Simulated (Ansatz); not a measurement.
# TiSi2 (Fddd) in Ansatz: further runs, part 2 of 2

Ansatz 0.2.0. The steps go on from the part before.

## Step 4: Relaxation of cell and atoms, revPBE+D4

File input.yaml:

```yaml
crystal:
  lattice:
    - [0.0, 4.1175163063, 4.2628978354]
    - [2.3895119538, 0.0, 4.2628978354]
    - [2.3895119538, 4.1175163063, 0.0]
  atoms:
    - { symbol: Ti, position: [0.75, 0.75, 0.75] }
    - { symbol: Ti, position: [0.5, 0.5, 0.5] }
    - { symbol: Si, position: [0.41256561, 0.08743439, 0.41256561] }
    - { symbol: Si, position: [0.08743439, 0.41256561, 0.08743439] }
    - { symbol: Si, position: [0.16256561, 0.83743439, 0.16256561] }
    - { symbol: Si, position: [0.83743439, 0.16256561, 0.83743439] }
hamiltonian:
  xc: revpbe
  pseudopotentials: { kind: paw }
  dispersion: d4
kpoints:
  mp_grid: { grid: [7, 7, 7] }
scf:
  occupations: { method: fermi_dirac, width: 0.05 }
output:
  forces: true
  stress: true
  eigenvalues: true
relax:
  f_tol: 0.01
  max_steps: 40
  cell: { stress_tol: 0.05 }
```

Launch:

```sh
> ansatz run input.yaml --threads 2 --pin off --max-ram 5632MiB --backend cpu --events-out ev --progress --plain --runs-dir out
```

Wall time 27 s (2 threads of Intel Xeon at 2.70GHz, shared host); peak memory 0.49 GiB.

The run converged. Its results:

| Item | Value |
| --- | --- |
| Free energy | -7565.0009 eV |
| Relaxed volume | 13.59 Å³/atom |
| Relaxed cell | a = 5.872 Å, b = 4.861 Å, c = 4.697 Å, α = 75.80°, β = 53.36°, γ = 50.84° |
| Space group after relaxing (to 0.05 Å) | Fddd (No. 70) |
| Energy gained by relaxing | 5.6 meV/atom |
| Ionic steps | 6 |
| Pressure after relaxing | 0.0 GPa |
| Largest force after relaxing | 0.004 eV/Å |
| Band gap on the k mesh | none (metal or under the smearing width) |

Forces in eV/Å, atoms in the order of the input:
```
Ti   0.000  0.000  0.000
Ti   0.000  0.000  0.000
Si   0.000  0.004  0.000
Si   0.000 -0.004  0.000
Si   0.000  0.004  0.000
Si   0.000 -0.004  0.000
```

The path:
```tsv
step	energy change (eV)	largest force (eV/Å)	volume (Å³)
1	0.0000	0.0391	83.88
2	-0.0302	0.0090	81.16
3	-0.0340	0.0062	81.56
4	-0.0341	0.0053	81.55
5	-0.0341	0.0037	81.53
6	-0.0337	0.0036	81.53
```

Final structure:
```
Ti Si
1.0
     0.00000    4.05687    4.24568
     2.36684    0.00000    4.24568
     2.36684    4.05687    0.00000
Ti Si
2 4
Direct
  0.75000 0.75000 0.75000
  0.50000 0.50000 0.50000
  0.41330 0.08670 0.41330
  0.08670 0.41330 0.08670
  0.16330 0.83670 0.16330
  0.83670 0.16330 0.83670
```

Levels at points of the mesh, in eV from the Fermi level:
```tsv
k point	band 18	band 19	band 20	band 21	band 22	band 23
(0.00, 0.00, 0.00)	-2.04	-1.79	-1.37	-0.95	2.13	3.26
```

Caveat: the plane-wave basis is chosen anew once the cell has moved, so the energies of steps on either side of that aren't comparable; pairwise dispersion overbinds metals, which lowers pressure and volume; the PAW data sets come from PBE, with cores solved anew for the run's functional, which leaves a small shift of forces and pressure.

## Step 5: Relaxation of cell and atoms, BLYP+D3(BJ)

Changes to input.yaml since step 4:

```diff
@@ -13,5 +13,5 @@
 hamiltonian:
-  xc: revpbe
+  xc: blyp
   pseudopotentials: { kind: paw }
-  dispersion: d4
+  dispersion: d3bj
 kpoints:
```

Launch:

```sh
> ansatz run input.yaml --threads 2 --pin off --max-ram 5632MiB --backend cpu --events-out ev --progress --plain --runs-dir out
```

It took 22 s on 2 threads of Intel Xeon at 2.70GHz, shared host; peak memory 0.48 GiB.

It converged, with:

* Free energy: -7578.3456 eV
* Relaxed volume: 13.42 Å³/atom
* Relaxed cell: a = 5.843 Å, b = 4.826 Å, c = 4.689 Å, α = 75.76°, β = 53.18°, γ = 51.06°
* Space group after relaxing (to 0.05 Å): Fddd (No. 70)
* Energy gained by relaxing: 10.4 meV/atom
* Ionic steps: 5
* Pressure after relaxing: 0.0 GPa
* Largest force after relaxing: 0.006 eV/Å
* Band gap on the k mesh: none (metal or under the smearing width)

Forces in eV/Å, atoms in the order of the input:
```
Ti   0.000  0.000  0.000
Ti   0.000  0.000  0.000
Si   0.000  0.006  0.000
Si   0.000 -0.006  0.000
Si   0.000  0.006  0.000
Si   0.000 -0.006  0.000
```

Step by step:
```
step  energy change (eV)  largest force (eV/Å)  volume (Å³)
   1              0.0000                0.0194        83.88
   2             -0.0616                0.0022        80.40
   3             -0.0631                0.0092        80.47
   4             -0.0634                0.0064        80.49
   5             -0.0625                0.0064        80.49
```

Final structure:
```
CELL_PARAMETERS angstrom
0.00000 4.05174 4.20975
2.35953 0.00000 4.20975
2.35953 4.05174 0.00000
ATOMIC_POSITIONS crystal
Ti 0.75000 0.75000 0.75000
Ti 0.50000 0.50000 0.50000
Si 0.41320 0.08680 0.41320
Si 0.08680 0.41320 0.08680
Si 0.16320 0.83680 0.16320
Si 0.83680 0.16320 0.83680
```

Levels at points of the mesh, in eV from the Fermi level:
| k point | band 17 | band 18 | band 19 | band 20 | band 21 | band 22 | band 23 | band 24 |
| --- | --- | --- | --- | --- | --- | --- | --- | --- |
| (0.00, 0.00, 0.00) | -2.29 | -2.03 | -1.71 | -1.25 | -0.93 | 2.13 | 3.25 | 3.50 |

Caveat: the plane-wave basis is chosen anew once the cell has moved, so the energies of steps on either side of that aren't comparable; pairwise dispersion overbinds metals, which lowers pressure and volume; the PAW data sets come from PBE, with cores solved anew for the run's functional, which leaves a small shift of forces and pressure.

## Step 6: Overview

| task | level | cell | smearing | gap on the mesh (eV) | pressure (GPa) | relaxed volume (Å³/atom) | largest force (eV/Å) |
| --- | --- | --- | --- | --- | --- | --- | --- |
| single point | PBE | as given | gaussian 0.011 eV | none | 2.1 | - | 0.01 |
| relaxation of cell and atoms | PBE | relaxed | fermi-dirac 0.05 eV | none | 0.0 | 14.17 | - |
| relaxation of cell and atoms | revPBE+D4 | relaxed | fermi-dirac 0.05 eV | none | 0.0 | 13.59 | - |
| relaxation of cell and atoms | BLYP+D3(BJ) | relaxed | fermi-dirac 0.05 eV | none | 0.0 | 13.42 | 0.01 |

Alike in all rows: potentials or basis Ansatz PAW; no spin polarisation; k mesh 7 × 7 × 7; cutoff (eV) 420.

Caveats: the plane-wave basis is chosen anew once the cell has moved, so the energies of steps on either side of that aren't comparable (some runs); pairwise dispersion overbinds metals, which lowers pressure and volume (some runs); the PAW data sets come from PBE, with cores solved anew for the run's functional, which leaves a small shift of forces and pressure (some runs).

Absolute energies hang on the potentials; compare differences alone.
